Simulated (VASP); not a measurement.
# Re (P6_3/mmc) in VASP: further runs, part 2 of 2

VASP 6.6.1. Earlier steps stand in the parts before.

## Step 4: Relaxation of cell and atoms, PBE

File INCAR:

```
SYSTEM = Re
  PREC = Accurate
  ENCUT = 600
  EDIFF = 1E-6
  ISMEAR = 1
  SIGMA = 0.1
  LREAL = .False.
  LASPH = .True.
  NELM = 80
  ALGO = Normal
  ISIF = 3
  LWAVE = .False.
  LCHARG = .False.
  GGA = PE
  IBRION = 2
  NSW = 90
  EDIFFG = -0.01
  KPAR = 2
```

File KPOINTS:

```
Automatic mesh
0
Gamma
  15 15 8
  0 0 0
```

File POSCAR:

```
Re
1.0
    2.7608000000      0.0000000000      0.0000000000
   -1.3804000000      2.3909229348      0.0000000000
    0.0000000000      0.0000000000      4.4582000000
Re
2
Direct
    0.3333333333      0.6666666667      0.2500000000
    0.6666666667      0.3333333333      0.7500000000
```

Potentials or basis: VASP PAW PBE potentials, release 64 (Re).

The run is started by

```bash
$ cat potpaw_PBE.64/Re/POTCAR > POTCAR
$ mpirun -np 2 vasp_std > vasp.out
```

OUTCAR:

```text
SYSTEM = Re
   PREC = Accurate
   ENCUT = 600
   EDIFF = 1E-6
   ISMEAR = 1
   LREAL = .False.
   LASPH = .True.
   NELM = 80
   ISIF = 3
   GGA = PE
   IBRION = 2
   NSW = 90
   EDIFFG = -0.01

 ion  position               nearest neighbor table
   1  0.333  0.667  0.250-   2 2.74   2 2.74   2 2.74   2 2.74   2 2.74   2 2.74
   2  0.667  0.333  0.750-   1 2.74   1 2.74   1 2.74   1 2.74   1 2.74   1 2.74

  LATTYP: Found a hexagonal cell.
 ALAT       =     2.7608000000
 C/A-ratio  =     1.6148217908

  Lattice vectors:

 A1 = (   2.7608000000,   0.0000000000,   0.0000000000)
 A2 = (  -1.3804000000,   2.3909229348,   0.0000000000)
 A3 = (   0.0000000000,   0.0000000000,   4.4582000000)

Analysis of symmetry for initial positions (statically):
=====================================================================
 Subroutine PRICEL returns:
 Original cell was already a primitive cell.

 Routine SETGRP: Setting up the symmetry group for a
 hexagonal supercell.

 Subroutine GETGRP returns: Found 24 space group operations
 (whereof 12 operations were pure point group operations)
 out of a pool of 24 trial point group operations.

The static configuration has the point symmetry D_3d.
 The point group associated with its full space group is D_6h.

Analysis of symmetry for dynamics (positions and initial velocities):
=====================================================================
 Subroutine PRICEL returns:
 Original cell was already a primitive cell.
[... 452 lines left out ...]
  ext. energy  EPLUGINS =         0.00000000
  ---------------------------------------------------
  free energy    TOTEN  =       -24.85586979 eV

  energy without entropy =      -24.85675813  energy(sigma->0) =      -24.85616591

 E-fermi :   7.6797     XC(G=0): -13.6500

 val. band max:        7.6785318503   @ k =   0.2000   0.1333   0.5000
 cond. band min:       7.6943321133   @ k =   0.1333   0.0667   0.0000
 fundamental gap:      0.0158002631
 Fermi energy:         7.6797180644

 k-point     1 :       0.0000    0.0000    0.0000
  band No.  band energies     occupation
      1      -2.0602      2.00000
      2       1.1846      2.00000
      3       6.1208      2.00000
      4       6.1712      2.00000
      5       6.1712      2.00000
      6       6.9783      2.00000
      7       6.9783      2.00000
      8       7.9194     -0.00362
      9       7.9194     -0.00362
     10       8.2543     -0.00000
     11      11.0003      0.00000
[... 309 lines left out ...]
 k-point    24 :       0.4000    0.2000    0.0000
  band No.  band energies     occupation
      1       2.6227      2.00000
      2       2.9714      2.00000
      3       3.0147      2.00000
      4       5.0223      2.00000
      5       5.5022      2.00000
      6       6.0355      2.00000
      7       7.3622      2.00007
      8      10.6093      0.00000
      9      11.3147      0.00000
     10      11.3210      0.00000
     11      14.2177      0.00000

 [... further k-points ...]

------------------------ aborting loop because EDIFF is reached ----------------------------------------

  FORCE on cell =-STRESS in cart. coord.  units (eV):
  Direction    XX          YY          ZZ          XY          YZ          ZX
  --------------------------------------------------------------------------------------
  -------------------------------------------------------------------------------------
  Total        0.0024846      0.0024846     -0.0001222      0.0000000      0.0000000     -0.0000000
  in kB        0.1333044      0.1333044     -0.0065578      0.0000000      0.0000000     -0.0000000
  external PRESSURE =       0.0866837 kB  Pullay stress =       0.0000000 kB
[... 17 lines left out ...]
  FREE ENERGIE OF THE ION-ELECTRON SYSTEM (eV)
  ---------------------------------------------------
  free  energy   TOTEN  =       -24.8558697941 eV

  energy  without entropy=      -24.8567581271  energy(sigma->0) =      -24.85616591

 reached required accuracy - stopping structural energy minimisation
```

OSZICAR:

```text
N       E                     dE             d eps       ncg     rms          rms(c)
DAV:   1     0.355844642725E+02    0.35584E+02   -0.73567E+03  5186   0.171E+03
DAV:   2    -0.181088703582E+02   -0.53693E+02   -0.45595E+02  4547   0.319E+02
[... 54 lines left out ...]
   8 F= -.24855834E+02 E0= -.24856132E+02  d E =0.328494E-04
       N       E                     dE             d eps       ncg     rms          rms(c)
DAV:   1    -0.248558943666E+02   -0.59919E-04   -0.37713E-03  3555   0.382E+00    0.172E-01
DAV:   2    -0.248558756284E+02    0.18738E-04   -0.45499E-05  4911   0.244E-01    0.580E-02
DAV:   3    -0.248558696569E+02    0.59715E-05   -0.16533E-05  4466   0.144E-01    0.941E-03
DAV:   4    -0.248558697941E+02   -0.13720E-06   -0.82725E-08  1599   0.139E-02
   9 F= -.24855870E+02 E0= -.24856166E+02  d E =-.289275E-05
```

CONTCAR:

```text
Re
   1.00000000000000
     2.7711871531248757    0.0000000000000000    0.0000000000000000
    -1.3855935765624379    2.3999184732795014   -0.0000000000000000
     0.0000000000000000   -0.0000000000000000    4.4902318041829279
  Re
     2
Direct
     0.3333333332999970    0.6666666667000030    0.2500000000000000
     0.6666666667000030    0.3333333332999970    0.7500000000000000

  0.00000000E+00  0.00000000E+00  0.00000000E+00
  0.00000000E+00  0.00000000E+00  0.00000000E+00
```

It took 53 s on 2 MPI ranks of Intel Xeon Platinum 8488C (Sapphire Rapids), shared host; peak memory 0.19 GiB.

What came out:

```
Free energy                            : -24.8559 eV
Relaxed volume                         : 14.93 Å³/atom
Relaxed cell                           : a = 2.771 Å, b = 2.771 Å, c = 4.490 Å, α = 90.00°, β = 90.00°, γ = 120.00°
Space group after relaxing (to 0.05 Å) : P6_3/mmc (No. 194)
Energy gained by relaxing              : 4.0 meV/atom
Ionic steps                            : 9
Pressure after relaxing                : 0.0 GPa
Band gap on the k mesh                 : none (metal or under the smearing width)
```

The path:
```
step  energy change (eV)  largest force (eV/Å)  pressure (GPa)  volume (Å³)
   1              0.0000                0.0000            5.74        29.43
   2              0.1142                0.0000          -19.70        31.73
   3             -0.0079                0.0000           -0.22        29.88
   4             -0.0079                0.0000           -0.12        29.87
   5             -0.0079                0.0000           -0.01        29.86
   6             -0.0079                0.0000            0.19        29.85
   7             -0.0080                0.0000            0.13        29.85
   8             -0.0080                0.0000           -0.33        29.89
   9             -0.0080                0.0000            0.01        29.86
```

Final structure:
```
CELL_PARAMETERS angstrom
2.77119 0.00000 0.00000
-1.38559 2.39992 0.00000
0.00000 0.00000 4.49023
ATOMIC_POSITIONS crystal
Re 0.33333 0.66667 0.25000
Re 0.66667 0.33333 0.75000
```
